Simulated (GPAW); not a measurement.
# Cu (I4/mmm) in GPAW: a series of runs

Runs on Cu. Level: PBE. Tasks: single point.

All numbers are computed with GPAW 26.7.0; they aren't measurements. Logs are shortened: lines on timing, memory, paths and dates and some standing lists are left out, and cuts for length are marked. The log counts tension as positive stress, the text compression.

## Step 1: The crystal as given

The structure is tetragonal, space group I4/mmm (No. 139). Conventional cell: a = 2.886 Å, b = 2.886 Å, c = 2.752 Å, α = 90.00°, β = 90.00°, γ = 90.00°. Cu (site symmetry 4/mmm) has 10 Cu at 2.46 to 2.75 Å as nearest neighbours.

This isn't the form of Cu at room conditions, which is fcc.

## Step 2: Single point, PBE

run.py

```python
from ase import Atoms
from ase.dft.bandgap import bandgap
from ase.io import write
from ase.units import Bohr, GPa
from gpaw import GPAW, PW
from gpaw.elf import elf_from_dft_calculation

atoms = Atoms(['Cu'],
              cell=[[-1.44279332, 1.44279332, 1.37608145],
                    [1.44279332, -1.44279332, 1.37608145],
                    [1.44279332, 1.44279332, -1.37608145]],
              scaled_positions=[[0.0, 0.0, 0.0]],
              pbc=True)

calc = GPAW(mode=PW(600),
            xc='PBE',
            kpts={'size': (13, 13, 13), 'gamma': True},
            occupations={'name': 'methfessel-paxton', 'order': 0, 'width': 0.1},
            nbands=14,
            convergence={'density': 1e-05, 'energy': 1e-05},
            maxiter=150,
            txt='gpaw.txt')
atoms.calc = calc
energy = atoms.get_potential_energy()
forces = atoms.get_forces()
stress = atoms.get_stress()
calc.write('gs.gpw')
write('result.traj', atoms)
print(f'Energy: {energy:.6f} eV')
print('Forces (eV/A):')
print(forces.round(4))
print('Stress (GPa):', (stress / GPa).round(3))
print('Fermi level:', round(calc.get_fermi_level(), 4), 'eV')
print(f'Gap: {bandgap(calc)[0]:.4f} eV, direct: {bandgap(calc, direct=True)[0]:.4f} eV')

# fields on the real-space grid
write('density.cube', atoms, data=calc.get_pseudo_density() * Bohr**3)
write('potential.cube', atoms, data=calc.get_electrostatic_potential())
write('elf.cube', atoms, data=elf_from_dft_calculation(calc).data)
```

Potentials or basis: GPAW PAW data sets (gpaw-data 1.2.1), pw.

On the command line:

```console
OMP_NUM_THREADS=1 python run.py
```

gpaw.txt:

```text
__  _  _
 | _ |_)|_||  |
 |__||  | ||/\| - 26.7.0

Input parameters:
  mode=PW(ecut=600.0),
  convergence={'density': 1e-05, 'energy': 1e-05},
  kpts=MonkhorstPack(size=(13, 13, 13), gamma=True),
  maxiter=150,
  nbands=14,
  occupations=Occupations(name='methfessel-paxton', order=0, width=0.1),
  xc=XC(name='PBE')

Diagonalizing LCAO Hamiltonian
Converting LCAO to pw mode

       Cu

Atoms  # Å, Bohr magnetons
|   | symbol |        x |        y |        z |    initial magnetic moments |
|---|--------|----------|----------|----------|-----------------------------|
| 0 |     Cu | 0.000000 | 0.000000 | 0.000000 | ( 0.0000,  0.0000,  0.0000) |

Unit cell  # Å
| periodic |         x |         y |         z |  lengths |     angles |
|----------|-----------|-----------|-----------|----------|------------|
|      yes | -1.442793 |  1.442793 |  1.376081 | 2.461078 | 108.218096 |
|      yes |  1.442793 | -1.442793 |  1.376081 | 2.461078 | 108.218096 |
|      yes |  1.442793 |  1.442793 | -1.376081 | 2.461078 | 112.007635 |

Number of symmetries: 16
Symmetry operations  # r_c * U_cc + t_c -> r_c
|    | kind |            matrix            |
|----|------|------------------------------|
|  0 |  σ   |  1, 1, 1,  0, 0,-1,  0,-1, 0 |
|  1 |  C4  |  1, 1, 1,  0, 0,-1, -1, 0, 0 |
|  2 |  E   |  1, 0, 0,  0, 1, 0,  0, 0, 1 |
|  3 |  σ   |  1, 0, 0,  0, 1, 0, -1,-1,-1 |
|  4 |  σ   |  0, 1, 0,  1, 0, 0,  0, 0, 1 |
|  5 |  C2  |  0, 1, 0,  1, 0, 0, -1,-1,-1 |
|  6 |  C2  |  0, 0, 1, -1,-1,-1,  1, 0, 0 |
|  7 |  S4  |  0, 0, 1, -1,-1,-1,  0, 1, 0 |
|  8 |  C4  |  0, 0,-1,  1, 1, 1,  0,-1, 0 |
|  9 |  σ   |  0, 0,-1,  1, 1, 1, -1, 0, 0 |
| 10 |  σ   |  0,-1, 0, -1, 0, 0,  1, 1, 1 |
| 11 |  C2  |  0,-1, 0, -1, 0, 0,  0, 0,-1 |
| 12 |  C2  | -1, 0, 0,  0,-1, 0,  1, 1, 1 |
| 13 |  i   | -1, 0, 0,  0,-1, 0,  0, 0,-1 |
| 14 |  S4  | -1,-1,-1,  0, 0, 1,  1, 0, 0 |
| 15 |  C2  | -1,-1,-1,  0, 0, 1,  0, 1, 0 |

BZ-sampling:
  Number of BZ points: 2197
  Number of IBZ points: 196

  Monkhorst-Pack size: [13, 13, 13]
  Monkhorst-Pack shift: [0, 0, 0]

K-points  # in reciprocal-cell coordinates
|     |                                coordinates |     weight |
|-----|--------------------------------------------|------------|
|   0 | (  0.00000000,   0.00000000,   0.00000000) | 0.00045517 |
|   1 | (  0.07692308,  -0.07692308,   0.00000000) | 0.00182066 |
|   2 | (  0.07692308,  -0.07692308,   0.07692308) | 0.00182066 |
|   3 | (  0.07692308,   0.00000000,   0.00000000) | 0.00364133 |
|   4 | (  0.07692308,   0.07692308,  -0.07692308) | 0.00091033 |
|   5 | (  0.15384615,  -0.15384615,   0.00000000) | 0.00182066 |
|   6 | (  0.15384615,  -0.15384615,   0.07692308) | 0.00364133 |
|   7 | (  0.15384615,  -0.15384615,   0.15384615) | 0.00182066 |
|   8 | (  0.15384615,  -0.07692308,   0.00000000) | 0.00728266 |
|   9 | (  0.15384615,  -0.07692308,   0.07692308) | 0.00364133 |
| ... |                                            |            |
| 195 | (  0.46153846,   0.46153846,   0.46153846) | 0.00364133 |

Plane wave coefficients: 400
Cutoff: 600.0 eV

Spin-components: 1 (collinear spins)
Bands:           14
Projectors:      6
Spin-degeneracy: 2
Datatype:        complex128

Parallelization:
  kpt:    1
  domain: 1
  band:   1

Density:
  Valence electrons: 11.0
  Components: 1
  Grid points: [14 14 14]
  Charge: 0.0  # |e|

Potential:
  Grid points: [14 14 14]

species:
  Cu:
    name:    Copper
    Z:       29.0
    valence: 11
    core:    18
    charge:  0.0  # [|e|]
    compensation charges:
      type: gauss
      rc: 0.33  # [Å]
      lmax: 2
    cutoffs:
      filter: 2.06  # [Å]
      core: 2.43  # [Å]
    projectors
    | kind |    occ | energy [eV] | rcut [Å] |
    |------|--------|-------------|----------|
    |   4s |  1.000 |      -4.609 |    1.164 |
    |   4p |  0.000 |      -0.698 |    1.164 |
    |   3d | 10.000 |      -5.039 |    1.058 |
    |    s |        |      22.603 |    1.164 |
    |    p |        |      26.513 |    1.164 |
    |    d |        |      22.172 |    1.058 |

    Using partial waves for Cu as LCAO basis

Reference energy: -45021.451841  # eV

eigensolver:
  PPCG
  Converge bands: occupied
  niter=2

density mixing:
  MSR1-Mixer
  Pratt-step length: 0.05
  Maximum mixing coefficient: 0.75
  Old densities: 10
  SVD Regularization: 0.005
  Good broyden scale: 1.0
  Trust region scale: 1.0
  Backstep threshold: 4.0
  History deletion threshold: 6.0
  Fourier metric: weight=20.0, sigma=0.015

occupation numbers:
  Methfessel-Paxton:
    width: 0.1000  # eV
    order: 0

poisson solver:
  ecut: 4800.0  # eV

xc functional:
  name: PBE with 2 nearest neighbor stencil

convergence criteria:
- Maximum integral of absolute [dens]ity change: 1e-05 electrons / valence electron
- Maximum [total energy] change in last 3 cyles: 1e-05 eV / valence electron
- Maximum integral of absolute [eigenst]ate change: 4e-08 eV^2 / valence electron
maximum number of iterations: 150

SCF iterations
|iter     | |      energy | eigst |  dens |
|---------|-|-------------|-------|-------|
|iter:   1| |   -4.580902 | -0.44 |       |
|iter:   2| |   -4.220963 | -3.03 | -0.90 |
|iter:   3| |   -3.643381 | -1.93 | -1.00 |
|iter:   4| |   -3.633030 | -4.02 | -1.82 |
|iter:   5| |   -3.625703 | -3.49 | -1.96 |
|iter:   6| |   -3.625710 | -6.49 | -3.50 |
|iter:   7| |   -3.625710c| -6.06 | -3.52 |
|iter:   8| |   -3.625710c| -7.54c| -4.74 |
|iter:   9| |   -3.625710c| -8.42c| -5.33c|

Converged in 9 steps
Energy contributions relative to reference atoms: (reference = -45021.451841)

Energy contributions:
  Kinetic:         -10.516895
  Coulomb:           8.200974
  Zero:              0.053693
  External:          0.000000
  Xc:               -1.362639
  Entropy:          -0.001685
  Spinorbit:         0.000000
  ----------------------------
  Free energy:      -3.626553
  Extrapolated:     -3.625710

dipole moment: (-3.146097, -3.146097, -3.000628)  # |e|*Ang

Fermi level: 8.400
Eigenvalues  # (at kpt = [0.000, 0.000, 0.000])
| band index |      eig [eV] | occ [0-2] |
|------------|---------------|-----------|
|          0 |        -1.159 |     2.000 |
|          1 |         5.140 |     2.000 |
|          2 |         5.334 |     2.000 |
|          3 |         5.334 |     2.000 |
|          4 |         6.198 |     2.000 |
|          5 |         6.405 |     2.000 |
|          6 |        33.735 |     0.000 |
|          7 |        33.735 |     0.000 |
|          8 |        35.016 |     0.000 |
|          9 |        37.336 |     0.000 |
|         10 |        37.454 |     0.000 |
|         11 |        37.454 |     0.000 |
|         12 |        37.666 |     0.000 |
|         13 |        38.354 |     0.000 |

No gap
No difference between direct/indirect transitions

Forces  # eV/Ang
|       x |        y |       z |
|---------|----------|---------|
| 0.00000 | -0.00000 | 0.00000 |  # Cu   0

Stress tensor  # eV/Ang^3
|         x |         y |         z |
|-----------|-----------|-----------|
| -0.055398 |  0.000000 |  0.000000 |
|  0.000000 | -0.055398 |  0.000000 |
|  0.000000 |  0.000000 | -0.055434 |

# Writing to gs.gpw (mode='')
```

Wall time 18 s (1 thread of Arm Neoverse V1, shared host); peak memory 0.14 GiB.

Results:

| Property | Result |
| --- | --- |
| Free energy | -3.6266 eV |
| Pressure | 8.9 GPa |
| Band gap on the k mesh | none (metal or under the smearing width) |

Caveat: with this Cu data set, volumes or pressures lay over 1.5 % or 2 GPa off other programs in two to four cells of ten.

## Step 3: Single point, PBE

Changes to run.py since step 2:

```diff
@@ -3,5 +3,4 @@
 from ase.io import write
-from ase.units import Bohr, GPa
+from ase.units import GPa
 from gpaw import GPAW, PW
-from gpaw.elf import elf_from_dft_calculation
 
@@ -17,3 +16,3 @@
             kpts={'size': (13, 13, 13), 'gamma': True},
-            occupations={'name': 'methfessel-paxton', 'order': 0, 'width': 0.1},
+            occupations={'name': 'methfessel-paxton', 'order': 0, 'width': 0.02},
             nbands=14,
@@ -34,6 +33 @@
 print(f'Gap: {bandgap(calc)[0]:.4f} eV, direct: {bandgap(calc, direct=True)[0]:.4f} eV')
-
-# fields on the real-space grid
-write('density.cube', atoms, data=calc.get_pseudo_density() * Bohr**3)
-write('potential.cube', atoms, data=calc.get_electrostatic_potential())
-write('elf.cube', atoms, data=elf_from_dft_calculation(calc).data)
```

Potentials or basis: GPAW PAW data sets (gpaw-data 1.2.1), pw.

On the command line:

```console
OMP_NUM_THREADS=1 python run.py
```

Run time: 18 s. Hardware: 1 thread of Arm Neoverse V1, shared host; peak memory 0.15 GiB.

The run converged. Its results:

```yaml
Free_energy: -3.6256 eV
Pressure: 8.8 GPa
Band_gap_on_the_k_mesh: none (metal or under the smearing width)
```

Stress tensor (GPa, compression positive):
```
8.72 0.00 0.00
0.00 8.72 0.00
0.00 0.00 8.95
```

Levels at points of the mesh, in eV from the Fermi level:
| k point | band 3 | band 4 | band 5 | band 6 | band 7 | band 8 | band 9 | band 10 |
| --- | --- | --- | --- | --- | --- | --- | --- | --- |
| (0.00, 0.00, 0.00) | -3.05 | -3.05 | -2.19 | -1.98 | 25.35 | 25.35 | 26.63 | 28.95 |

Caveat: with this Cu data set, volumes or pressures lay over 1.5 % or 2 GPa off other programs in two to four cells of ten.
